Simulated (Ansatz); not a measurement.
**ZnF2: how the settings move a single-point run**

How sensitive is a single-point run of ZnF2 to its settings? A reference run comes first, then one run with altered input.

Program: Ansatz 0.2.0. Level of theory: reference: DFT, LDA, PAW with Ansatz's default frozen-core files, scalar-relativistic; levels and slopes on a fine mesh, independent-particle optical spectra. These are calculated values, not measurements.

## Step 1: The structure to begin with

Symmetry: P4_2/mnm, No. 136, tetragonal system. Conventional cell: a = 4.631 Å, b = 4.631 Å, c = 3.088 Å, α = 90.00°, β = 90.00°, γ = 90.00°. Around Zn (site symmetry mmm) lie 6 F at 1.99 to 2.01 Å. F (site symmetry m2m) has 3 Zn at 1.99 to 2.01 Å as nearest neighbours.

Structure file:

```
CELL_PARAMETERS angstrom
4.63059 0.00000 0.00000
0.00000 4.63059 0.00000
0.00000 0.00000 3.08808
ATOMIC_POSITIONS crystal
Zn 0.00000 0.00000 0.00000
Zn 0.50000 0.50000 0.50000
F 0.30327 0.30327 0.00000
F 0.19673 0.80327 0.50000
F 0.69673 0.69673 0.00000
F 0.80327 0.19673 0.50000
```

## Step 2: The reference run

input.yaml

```yaml
crystal:
  lattice:
    - [4.63059125593, 0.0, 0.0]
    - [0.0, 4.63059125593, 0.0]
    - [0.0, 0.0, 3.08807670545]
  atoms:
    - { symbol: Zn, position: [0.0, 0.0, 0.0] }
    - { symbol: Zn, position: [0.5, 0.5, 0.5] }
    - { symbol: F, position: [0.303274516335, 0.303274516335, 0.0] }
    - { symbol: F, position: [0.196725483665, 0.803274516335, 0.5] }
    - { symbol: F, position: [0.696725483665, 0.696725483665, 0.0] }
    - { symbol: F, position: [0.803274516335, 0.196725483665, 0.5] }
kpoints:
  mp_grid: { grid: [4, 4, 6] }
scf:
  occupations: { method: fixed }
hamiltonian:
  xc: lda
  pseudopotentials: { kind: paw }
output:
  forces: true
  stress: true
  eigenvalues: true
  eigenstates:
    nscf_kmesh: { grid: [6, 6, 10] }
    de_dk: true
    e_range: [-9, 13.45360503091]
  optics:
    e_range: [0, 20]
    de: 0.2
    sigma: 0.1
    bands: { spectra_wanted_up_to: 20 }
    nscf_kmesh: { grid: [6, 6, 10] }
checkpoint:
  write: ck
  write_wavefunctions: false
```

Command:

```sh
$ ansatz run input.yaml --threads 2 --pin off --max-ram 6144MiB --backend cpu --events-out ev --progress --plain --runs-dir out
```

## Step 3: Changed: mp_grid.shift [0.5, 0.5, 0.5]

Edit input.yaml of step 2 so:

```diff
@@ -13,3 +13,3 @@
 kpoints:
-  mp_grid: { grid: [4, 4, 6] }
+  mp_grid: { grid: [4, 4, 6], shift: [0.5, 0.5, 0.5] }
 scf:
```

**Question.** What will these runs give? Wanted: for each run, ending; energy change; pressure; gap; force.

**Answer**, as computed:

```tsv
run	ending	energy change	pressure (GPa)	gap (eV)	force (eV/Å)	cycles	time
reference	converged	0	0.0	3.45	0.00	-	46 s
1: mp_grid.shift [0.5, 0.5, 0.5]	converged	0.0 meV/atom	0.0	4.23	0.00	10	43 s
```

Residual by cycle in the longest SCF loop of each run; runs are numbered as in the table. The quantity is the density residual dr2, in eV.

```tsv
cycle	reference	run 1
1	0.237	0.238
2	0.00536	0.00535
3	0.00198	0.00198
4	3.4e-5	3.5e-5
5	1.1e-5	1.1e-5
6	6.3e-7	1.4e-6
7	5.8e-8	1.3e-7
8	2.8e-9	3.8e-9
9	1.2e-10	1.0e-10
10	3.9e-12	3.2e-12
```

**Reading.** Changing the k-point mesh moves the energy by 0.0 meV/atom, and the gap on the mesh goes from 3.45 to 4.23 eV. Sampling errors of the energy have no fixed sign. A gap read on a mesh depends on which points the mesh holds, and a coarse mesh shifts the density too.

These are semilocal Kohn-Sham gaps, which aren't the measured quantity. Such gaps usually fall short of the measured ones.
